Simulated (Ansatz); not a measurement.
Tl:

```
Tl
1.0
     3.50864    0.00000    0.00000
    -1.75432    3.03857    0.00000
     0.00000    0.00000   11.26560
Tl
4
Direct
  0.66667 0.33333 0.75000
  0.00000 0.00000 0.50000
  0.33333 0.66667 0.25000
  0.00000 0.00000 0.00000
```

Base run:

```yaml
Program: Ansatz 0.2.0
Functional: PBEsol
Potentials_or_basis: Ansatz PAW
Cutoff: "420 eV (not typed: the program's choice for these potentials)"
k_mesh: 9 × 9 × 3
Occupations: fermi-dirac, width 0.05 eV
Spin: no spin polarisation
```

Its results: band gap on the k mesh none (metal or under the smearing width); pressure -1.7 GPa.

Task: The run is repeated on the same cell with these changes: spin from no spin polarisation to spin-orbit coupling, no magnetisation; potential files from those of the base run to others of the same set. What comes out?

Result: Band gap on the k mesh none (metal or under the smearing width); pressure -2.2 GPa.

Caveats: the PAW data sets come from PBE, with cores solved anew for the run's functional, which leaves a small shift of forces and pressure; spin-orbit coupling is left out, which moves the levels of the heavy elements (some runs).
